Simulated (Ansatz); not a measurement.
# CuO (Tenorite): the cost of one run

Computed with Ansatz 0.2.0, driven from Python. Level of theory: DFT with a functional composed in the script, plane waves, PAW.

### 1 The system

The structure is monoclinic, space group C2/c (No. 15). Conventional cell: a = 4.684 Å, b = 3.423 Å, c = 5.129 Å, α = 90.00°, β = 99.54°, γ = 90.00°. Around Cu (site symmetry -1) lie 4 O at 1.95 to 1.96 Å. O (site symmetry 2) is surrounded by 4 Cu at 1.95 to 1.96 Å.

The script holds or builds the structure itself.

### 2 Script

The input, compress.py:

```python
# -*- coding: utf-8 -*-
"""Volume and enthalpy of CuO against pressure."""

import warnings

import ansatz as az
from ase import Atoms
import numpy as np

def edges_and_angles(cell):
    cell = np.asarray(cell)
    a, b, c = np.linalg.norm(cell, axis=1)
    cosines = cell[1] @ cell[2] / (b * c), cell[0] @ cell[2] / (a * c), cell[0] @ cell[1] / (a * b)
    return (a, b, c, *np.degrees(np.arccos(cosines)))

warnings.simplefilter("ignore", az.DeckWarning)

atoms = Atoms(
    ["Cu", "Cu", "O", "O"],
    scaled_positions=[
        [0.0, 0.5, 0.0],
        [0.5, 0.0, 0.5],
        [0.5816, 0.4184, 0.25],
        [0.4184, 0.5816, 0.75],
    ],
    cell=[
        [2.34185, -1.7113, 0.0],
        [2.34185, 1.7113, 0.0],
        [-0.850027, 0.0, 5.057869],
    ],
    pbc=True,
)
crystal = az.Crystal.from_ase(atoms)

job = crystal.calculation()
job = job.functional(exchange="revpbe", correlation="lyp")
job = job.pseudopotentials("paw")
job = job.kpoints(12, 12, 7, shift=0.5)
job = job.occupations(az.OccupationsMethod.GAUSSIAN, width=0.1)
job = job.mixing("msr1", ndim=4, beta=0.4).scf(algorithm="density_mixing")

# H = F + PV, with 1 GPa A^3 = 1/160.21766 eV
rows = []
for pressure in [-2, 0, 2, 5, 10]:
    result = job.relax(cell=True, pressure=pressure, force_tolerance=0.001, max_steps=60).run(threads=1, backend="cpu")
    cell = result.lattice.cell_ang
    n_atoms = len(result.lattice.sites)
    volume = abs(np.linalg.det(cell)) / n_atoms
    enthalpy = result.report["free_energy_ev"] / n_atoms + pressure * volume / 160.21766
    rows.append((pressure, volume, enthalpy, *edges_and_angles(cell)))
    print(f"{pressure} GPa done: {volume:.4f} A^3/atom")

print(" P (GPa)  V (A^3/atom)  H (eV/atom)     a       b       c")
for row in rows:
    print("{:8.1f} {:12.4f} {:14.5f} {:7.4f} {:7.4f} {:7.4f}".format(*row[:6]))
p, v = np.array([row[0] for row in rows], float), np.array([row[1] for row in rows])
print("mean bulk modulus between rows (GPa):", np.round(-np.diff(p) / np.diff(np.log(v)), 1))
```

### 3 Launch

The run is started by

```console
$ python compress.py
```

**Question.** How long does this script take on 1 thread of Arm Neoverse V1, shared host, and how much memory does it need?

About 30 min, with a peak of 0.63 GiB.
